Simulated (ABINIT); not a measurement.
# PbSe (Clausthalite) (Fm-3m) in ABINIT: further runs

One crystal, PbSe (Clausthalite), is run at these levels: PBEsol; tasks: single point.

All numbers are computed with ABINIT 10.8.3 (patched build); they aren't measurements. Logs are shortened: lines on timing, memory, paths and dates and some standing lists are left out, and cuts for length are marked. The log counts tension as positive stress, the text compression.

**Experimental background.**

From a printed reference work, monograph, for a bulk crystal of PbSe at 4.2 K: band gap 0.15 eV (direct).

The runs below are set against these values where they give the same quantity.

## Step 1: The crystal as given

The structure is cubic, space group Fm-3m (No. 225). The conventional cell has a = 6.121 Å, b = 6.121 Å, c = 6.121 Å, α = 90.00°, β = 90.00°, γ = 90.00°. Pb (site symmetry m-3m) has 6 Se at 3.06 Å as nearest neighbours. Se (site symmetry m-3m) has 6 Pb at 3.06 Å as nearest neighbours.

## Step 2: Single point, PBEsol

Input file run.abi:

```
pp_dirpath "./"
pseudos "Pb.upf, Se.upf"

acell 8.1795146323 8.1795146323 8.1795146323
rprim
     0.0000000000     0.7071067812     0.7071067812
     0.7071067812     0.0000000000     0.7071067812
     0.7071067812     0.7071067812     0.0000000000
ntypat 2
znucl 82 34
natom 2
typat 1 2
xred
     0.0000000000     0.0000000000     0.0000000000
     0.5000000000     0.5000000000     0.5000000000

ecut 1061.244064 eV

kptopt 1
ngkpt 6 6 6
nshiftk 1
shiftk 0.0 0.0 0.0

ixc -116133

nband 19
occopt 3
tsmear 0.05 eV

nstep 100
tolvrs 1.0e-10

iomode 3
prtwf 0
prteig 0
prtebands 0
enunit 2
prtvol 2
prtden 1
prtvha 1
prtvclmb 1
prtpot 1
prtelf 1
```

Potentials or basis: PseudoDojo NC SR PBEsol v0.4.1 standard.

The run is started by

```
> abinit run.abi > log 2>&1
```

run.abo:

```text
.Version 10.8.3 of ABINIT
 Symmetries : space group Fm -3 m (#225); Bravais cF (face-center cubic)
================================================================================
 Values of the parameters that define the memory need of the present run
     intxc =       0    ionmov =       0      iscf =       7    lmnmax =       6
     lnmax =       6     mgfft =      48  mpssoang =       3    mqgrid =    3001
     natom =       2  nloc_mem =       1    nspden =       1   nspinor =       1
    nsppol =       1      nsym =      48    n1xccc =    2501    ntypat =       2
    occopt =       3   xclevel =       2
       mpw =        4546          nfft =      110592          nkpt =          16
================================================================================
================================================================================

--------------------------------------------------------------------------------
------------- Echo of variables that govern the present computation ------------
--------------------------------------------------------------------------------
 -outvars: echo values of preprocessed input variables --------
            acell      8.1795146323E+00  8.1795146323E+00  8.1795146323E+00 Bohr
              amu      2.07200000E+02  7.89600000E+01
             ecut      3.90000000E+01 Hartree
           enunit           2
              ixc     -116133
         kptrlatt        6    0    0      0    6    0      0    0    6
          kptrlen      4.90770878E+01
            natom           2
            nband          19
            ngfft          48      48      48
             nkpt          16
            nstep         100
             nsym          48
           ntypat           2
           occopt           3
        prtebands           0
           prteig           0
           prtelf           1
           prtpot           1
         prtvclmb           1
           prtvha           1
           prtvol           2
            prtwf           0
            rprim      0.0000000000E+00  7.0710678120E-01  7.0710678120E-01
                       7.0710678120E-01  0.0000000000E+00  7.0710678120E-01
                       7.0710678120E-01  7.0710678120E-01  0.0000000000E+00
          spgroup         225
           tolvrs      1.00000000E-10
           tsmear      1.83746611E-03 Hartree
            typat      1  2
           xangst      0.0000000000E+00  0.0000000000E+00  0.0000000000E+00
                       3.0606499980E+00  3.0606499980E+00  3.0606499980E+00
            xcart      0.0000000000E+00  0.0000000000E+00  0.0000000000E+00
                       5.7837902634E+00  5.7837902634E+00  5.7837902634E+00
             xred      0.0000000000E+00  0.0000000000E+00  0.0000000000E+00
                       5.0000000000E-01  5.0000000000E-01  5.0000000000E-01
            znucl       82.00000   34.00000

================================================================================

 chkinp: Checking input parameters for consistency.

================================================================================
== DATASET  1 ==================================================================

--- !DatasetInfo
iteration_state: {dtset: 1, }
dimensions: {natom: 2, nkpt: 16, mband: 19, nsppol: 1, nspinor: 1, nspden: 1, mpw: 4546, }
cutoff_energies: {ecut:  39.0, pawecutdg:  -1.0, }
electrons: {nelect:   3.00000000E+01, charge:   0.00000000E+00, occopt:   3.00000000E+00, tsmear:   1.83746611E-03, }
meta: {optdriver: 0, ionmov: 0, optcell: 0, iscf: 7, paral_kgb: 0, }
...

 Real(R)+Recip(G) space primitive vectors, cartesian coordinates (Bohr,Bohr^-1):
 R(1)=  0.0000000  5.7837903  5.7837903  G(1)= -0.0864485  0.0864485  0.0864485
 R(2)=  5.7837903  0.0000000  5.7837903  G(2)=  0.0864485 -0.0864485  0.0864485
 R(3)=  5.7837903  5.7837903  0.0000000  G(3)=  0.0864485  0.0864485 -0.0864485
 Unit cell volume ucvol=  3.8696136E+02 bohr^3
 Angles (23,13,12)=  6.00000000E+01  6.00000000E+01  6.00000000E+01 degrees

 getcut: wavevector=  0.0000  0.0000  0.0000  ngfft=  48  48  48
         ecut(hartree)=     39.000   => boxcut(ratio)=   2.08745

--- Pseudopotential description ------------------------------------------------
- pspini: atom type   1  psp file is ./Pb.upf
12 -116133 2 -1 1678                          pspcod,pspxc,lmax,lloc,mmax
     nproj     2     2     2

- pspini: atom type   2  psp file is ./Se.upf
12 -116133 2 -1 1198                          pspcod,pspxc,lmax,lloc,mmax
     nproj     2     2     2

   2.20516099E+03                                ecore*ucvol(ha*bohr**3)
--------------------------------------------------------------------------------

================================================================================

--- !BeginCycle
[... 130 lines left out ...]
  1.24E-17 8.84E-18 7.87E-16 1.84E-16 5.28E-16 4.54E-16 2.80E-16 6.68E-16
  6.38E-16 9.43E-16 1.70E-15
  -0.3333  0.3333  0.1667    1  1.94988E-06 kpt; spin; max resid(k); each band:
  6.66E-17 8.27E-17 1.40E-16 4.38E-17 2.50E-17 4.90E-17 1.27E-17 1.96E-17
  1.96E-17 3.88E-18 5.53E-16 6.70E-17 5.84E-16 4.97E-16 2.48E-16 4.69E-16
  1.81E-15 1.54E-15 1.95E-06
  -0.3333  0.5000  0.1667    1  2.66100E-15 kpt; spin; max resid(k); each band:
  3.03E-17 5.96E-17 1.36E-16 4.62E-17 1.76E-17 5.28E-17 8.12E-18 1.71E-17
  4.83E-18 2.00E-18 4.98E-16 6.77E-17 6.00E-16 5.52E-16 3.18E-16 5.12E-16
  8.26E-16 1.95E-15 2.66E-15
 reduced coordinates (array xred) for    2 atoms
       0.000000000000      0.000000000000      0.000000000000
       0.500000000000      0.500000000000      0.500000000000
 rms dE/dt=  0.0000E+00; max dE/dt=  0.0000E+00; dE/dt below (all hartree)
    1       0.000000000000      0.000000000000      0.000000000000
    2       0.000000000000      0.000000000000      0.000000000000

 cartesian coordinates (angstrom) at end:
    1      0.00000000000000     0.00000000000000     0.00000000000000
    2      3.06064999797024     3.06064999797024     3.06064999797024

 cartesian forces (hartree/bohr) at end:
    1     -0.00000000000000    -0.00000000000000    -0.00000000000000
    2     -0.00000000000000    -0.00000000000000    -0.00000000000000
 frms,max,avg= 0.0000000E+00 0.0000000E+00   0.000E+00  0.000E+00  0.000E+00 h/b

 cartesian forces (eV/Angstrom) at end:
    1     -0.00000000000000    -0.00000000000000    -0.00000000000000
    2     -0.00000000000000    -0.00000000000000    -0.00000000000000
 frms,max,avg= 0.0000000E+00 0.0000000E+00   0.000E+00  0.000E+00  0.000E+00 e/A
 length scales=  8.179514632300  8.179514632300  8.179514632300 bohr
              =  4.328412736724  4.328412736724  4.328412736724 angstroms
 Fermi (or HOMO) energy (hartree) =   0.15666   Average Vxc (hartree)=  -0.37572
 Eigenvalues (hartree) for nkpt=  16  k points:
 kpt#   1, nband= 19, wtk=  0.00463, kpt=  0.0000  0.0000  0.0000 (reduced coord)
  -1.58597   -1.58597   -1.58588   -1.58588   -1.58588   -0.46228   -0.46228   -0.46228
  -0.46220   -0.46220   -0.34724   -0.07998    0.08449    0.08449    0.08449    0.32499
   0.32499    0.32499    0.39053
      occupation numbers for kpt#   1
   2.00000    2.00000    2.00000    2.00000    2.00000    2.00000    2.00000    2.00000
   2.00000    2.00000    2.00000    2.00000    2.00000    2.00000    2.00000    0.00000
   0.00000    0.00000    0.00000
 kpt#   2, nband= 19, wtk=  0.03704, kpt=  0.1667  0.0000  0.0000 (reduced coord)
  -1.58596   -1.58596   -1.58587   -1.58587   -1.58587   -0.46244   -0.46244   -0.46225
  -0.46196   -0.46196   -0.33960   -0.10394    0.08710    0.08710    0.10058    0.26610
   0.28622    0.28622    0.38234
      occupation numbers for kpt#   2
   2.00000    2.00000    2.00000    2.00000    2.00000    2.00000    2.00000    2.00000
   2.00000    2.00000    2.00000    2.00000    2.00000    2.00000    2.00000    0.00000
   0.00000    0.00000    0.00000
 kpt#   3, nband= 19, wtk=  0.03704, kpt=  0.3333  0.0000  0.0000 (reduced coord)
[... 96 lines left out ...]
  -1.58596   -1.58596   -1.58587   -1.58587   -1.58587   -0.46502   -0.46245   -0.46180
  -0.46168   -0.46081   -0.29689   -0.15183    0.01328    0.02123    0.12308    0.21107
   0.30932    0.32344    0.42867
      occupation numbers for kpt#  15
   2.00000    2.00000    2.00000    2.00000    2.00000    2.00000    2.00000    2.00000
   2.00000    2.00000    2.00000    2.00000    2.00000    2.00000    2.00000    0.00000
   0.00000    0.00000    0.00000
 kpt#  16, nband= 19, wtk=  0.05556, kpt= -0.3333  0.5000  0.1667 (reduced coord)
  -1.58596   -1.58596   -1.58588   -1.58587   -1.58587   -0.46608   -0.46240   -0.46198
  -0.46122   -0.46060   -0.29325   -0.13753   -0.01824    0.01352    0.09290    0.26009
   0.31156    0.35332    0.39206
      occupation numbers for kpt#  16
   2.00000    2.00000    2.00000    2.00000    2.00000    2.00000    2.00000    2.00000
   2.00000    2.00000    2.00000    2.00000    2.00000    2.00000    2.00000    0.00000
   0.00000    0.00000    0.00000
 Fermi (or HOMO) energy (eV) =   4.26300   Average Vxc (eV)= -10.22375
 Eigenvalues (   eV  ) for nkpt=  16  k points:
 kpt#   1, nband= 19, wtk=  0.00463, kpt=  0.0000  0.0000  0.0000 (reduced coord)
 -43.15637  -43.15637  -43.15391  -43.15391  -43.15391  -12.57936  -12.57936  -12.57936
 -12.57701  -12.57701   -9.44890   -2.17644    2.29916    2.29916    2.29916    8.84349
   8.84349    8.84349   10.62689
 kpt#   2, nband= 19, wtk=  0.03704, kpt=  0.1667  0.0000  0.0000 (reduced coord)
 -43.15618  -43.15618  -43.15382  -43.15380  -43.15380  -12.58374  -12.58374  -12.57842
 -12.57050  -12.57050   -9.24092   -2.82831    2.37020    2.37020    2.73684    7.24098
   7.78840    7.78840   10.40393
 kpt#   3, nband= 19, wtk=  0.03704, kpt=  0.3333  0.0000  0.0000 (reduced coord)
 -43.15627  -43.15627  -43.15389  -43.15386  -43.15386  -12.59621  -12.59621  -12.57704
 -12.55370  -12.55370   -8.72445   -4.03300    2.56447    2.56447    3.46964    5.44618
   6.40471    6.40471   11.16080
 kpt#   4, nband= 19, wtk=  0.01852, kpt=  0.5000  0.0000  0.0000 (reduced coord)
 -43.15620  -43.15620  -43.15375  -43.15371  -43.15371  -12.60244  -12.60244  -12.57656
 -12.54525  -12.54525   -8.37692   -4.66748    2.70327    2.70327    4.15700    4.36900
   5.81957    5.81957   12.57741
 kpt#   5, nband= 19, wtk=  0.02778, kpt=  0.1667  0.1667  0.0000 (reduced coord)
[... 32 lines left out ...]
 -43.15614  -43.15613  -43.15383  -43.15360  -43.15360  -12.70936  -12.59803  -12.55751
 -12.53356  -12.53356   -8.00100   -3.24468   -0.85665    0.92121    0.92121    7.75568
   9.74571    9.74571   10.16733
 kpt#  14, nband= 19, wtk=  0.11111, kpt=  0.5000  0.3333  0.1667 (reduced coord)
 -43.15626  -43.15621  -43.15385  -43.15376  -43.15375  -12.64444  -12.58017  -12.57980
 -12.55083  -12.54603   -8.32446   -3.93910    0.69832    1.18339    2.83622    6.34304
   7.85401    8.46474   10.53007
 kpt#  15, nband= 19, wtk=  0.11111, kpt= -0.3333  0.3333  0.1667 (reduced coord)
 -43.15624  -43.15619  -43.15379  -43.15377  -43.15370  -12.65383  -12.58384  -12.56630
 -12.56286  -12.53929   -8.07879   -4.13139    0.36139    0.57782    3.34917    5.74362
   8.41695    8.80114   11.66474
 kpt#  16, nband= 19, wtk=  0.05556, kpt= -0.3333  0.5000  0.1667 (reduced coord)
 -43.15625  -43.15620  -43.15388  -43.15373  -43.15362  -12.68266  -12.58265  -12.57119
 -12.55043  -12.53356   -7.97966   -3.74228   -0.49643    0.36793    2.52785    7.07743
   8.47811    9.61432   10.66844
 Total charge density [el/Bohr^3]
)     Maximum=    2.4382E+00  at reduced coord.    0.5000    0.5000    0.5833
)Next maximum=    2.4382E+00  at reduced coord.    0.4167    0.5000    0.5833
)     Minimum=    4.2562E-04  at reduced coord.    0.5000    0.5000    0.5000
)Next minimum=    1.6724E-03  at reduced coord.    0.0000    0.0000    0.0000
   Integrated=    3.0000E+01

--- !EnergyTerms
iteration_state     : {dtset: 1, }
comment             : Components of total free energy in Hartree
kinetic             :  1.12865038069464E+02
hartree             :  4.99273976654225E+01
xc                  : -4.37800210785291E+01
Ewald energy        : -1.10678200336195E+02
psp_core            :  5.69865937028528E+00
local_psp           : -1.38568510075646E+02
non_local_psp       : -6.68821614902849E+01
internal            : -1.91417797875484E+02
'-kT*entropy'       : -4.63558836785264E-05
total_energy        : -1.91417844231367E+02
total_energy_eV     : -5.20874489375276E+03
band_energy         : -2.09903749209539E+01
...

 Cartesian components of stress tensor (hartree/bohr^3)
  sigma(1 1)=  2.73030321E-05  sigma(3 2)=  0.00000000E+00
  sigma(2 2)=  2.73030321E-05  sigma(3 1)=  0.00000000E+00
  sigma(3 3)=  2.73030321E-05  sigma(2 1)=  0.00000000E+00

-Cartesian components of stress tensor (GPa)         [Pressure= -8.0328E-01 GPa]
- sigma(1 1)=  8.03282938E-01  sigma(3 2)=  0.00000000E+00
- sigma(2 2)=  8.03282938E-01  sigma(3 1)=  0.00000000E+00
- sigma(3 3)=  8.03282938E-01  sigma(2 1)=  0.00000000E+00

== END DATASET(S) ==============================================================
================================================================================

 -outvars: echo values of variables after computation  --------
            acell      8.1795146323E+00  8.1795146323E+00  8.1795146323E+00 Bohr
           etotal     -1.9141784423E+02
            fcart     -0.0000000000E+00 -0.0000000000E+00 -0.0000000000E+00
                      -0.0000000000E+00 -0.0000000000E+00 -0.0000000000E+00
            rprim      0.0000000000E+00  7.0710678120E-01  7.0710678120E-01
                       7.0710678120E-01  0.0000000000E+00  7.0710678120E-01
                       7.0710678120E-01  7.0710678120E-01  0.0000000000E+00
           strten      2.7303032120E-05  2.7303032120E-05  2.7303032120E-05
                       0.0000000000E+00  0.0000000000E+00  0.0000000000E+00
           xangst      0.0000000000E+00  0.0000000000E+00  0.0000000000E+00
                       3.0606499980E+00  3.0606499980E+00  3.0606499980E+00
             xred      0.0000000000E+00  0.0000000000E+00  0.0000000000E+00
                       5.0000000000E-01  5.0000000000E-01  5.0000000000E-01
 Calculation completed.
```

Wall time 38 s (1 thread of Arm Neoverse V2, shared host); peak memory 0.1 GiB.

What came out:

```
Free energy                                           : -5208.7449 eV
Pressure                                              : -0.8 GPa
Band gap on the k mesh                                : 0.21 eV, direct
Valence electrons inside the program's atomic spheres : Pb 10.06; Se 13.21
```

Levels at points of the mesh, in eV from the valence-band top:
```csv
k point,band 11,band 12,band 13,band 14,band 15,band 16,band 17,band 18,band 19
"(0.00, 0.00, 0.00)",-13.61,-6.33,-1.86,-1.86,-1.86,4.69,4.69,4.69,6.47
"(0.50, 0.00, 0.00)",-12.53,-8.82,-1.45,-1.45,0.00,0.21,1.66,1.66,8.42
"(0.50, 0.50, 0.00)",-12.16,-7.40,-5.01,-3.24,-3.24,3.60,5.59,5.59,6.01
```

Caveat: spin-orbit coupling is left out, which as a rule narrows the gap of such compounds by several tenths of an eV.

## Step 3: Single point, PBEsol

Input file run.abi:

```
# Pseudopotentials
pp_dirpath "./"
pseudos "Pb.GGA_PBE-JTH.xml, Se.GGA_PBE-JTH.xml"

# Structure
acell 3*1.0 Angstrom
rprim
     0.0000000000     3.0606500000     3.0606500000
     3.0606500000     0.0000000000     3.0606500000
     3.0606500000     3.0606500000     0.0000000000
ntypat 2
znucl 82 34
natom 2
typat 1 2
xred
     0.0000000000     0.0000000000     0.0000000000
     0.5000000000     0.5000000000     0.5000000000

# Plane-wave basis
ecut 12.0
pawecutdg 24.0

# k points
kptopt 1
ngkpt 6 6 6
nshiftk 1
shiftk 0.0 0.0 0.0

# Exchange and correlation
ixc -116133

# Bands and occupations
nband 14
occopt 3
tsmear 0.00183747

# SCF cycle
nstep 100
tolvrs 1.0e-9

# Output
iomode 3
prtwf 0
prtden 0
prteig 0
prtebands 0
enunit 2
```

Potentials or basis: JTH PAW PBE v2.0.

The run is started by

```
> abinit run.abi > log 2>&1
```

Wall time 14 s (1 thread of Arm Neoverse V1, shared host); peak memory 0.09 GiB.

It converged, with:

```
Free energy                                           : -1928.0658 eV
Band gap on the k mesh                                : 0.20 eV, direct
Valence electrons inside the program's atomic spheres : Pb 11.34; Se 3.88
```

Levels at points of the mesh, in eV from the valence-band top:
```
           k point  band 8  band 9  band 10  band 11  band 12  band 13
(0.00, 0.00, 0.00)   -1.87   -1.87    -1.87     4.69     4.69     4.69
(0.50, 0.00, 0.00)   -1.45   -1.45     0.00     0.20     1.64     1.64
(0.50, 0.50, 0.00)   -5.02   -3.24    -3.24     3.61     5.59     5.59
```

Caveat: the cutoff is too short for stress, so the log's stress isn't used; the PAW data sets were made with another functional, which shifts forces and pressure a little; spin-orbit coupling is left out, which as a rule narrows the gap of such compounds by several tenths of an eV.

## Step 4: Comparison with measurements

Step 2. Measured gap of PbSe: 0.15 eV (direct; 4.2 K; a printed reference work, monograph). This calculation gives 0.21 eV (+0.06 eV). 2 values of this kind are on record (0.15 to 0.28 eV); this one was drawn at random. Spin-orbit coupling on Pb, Se is left out. The value is that of PBEsol on a finite k mesh, which can miss the band edges, without temperature or zero-point motion.

Step 3. Measured gap of PbSe: 0.15 eV (direct; 4.2 K; a printed reference work, monograph). This calculation gives 0.20 eV (+0.05 eV). 2 values of this kind are on record (0.15 to 0.28 eV); this one was drawn at random. Spin-orbit coupling on Pb, Se is left out. The value is that of PBEsol on a finite k mesh, which can miss the band edges, without temperature or zero-point motion.
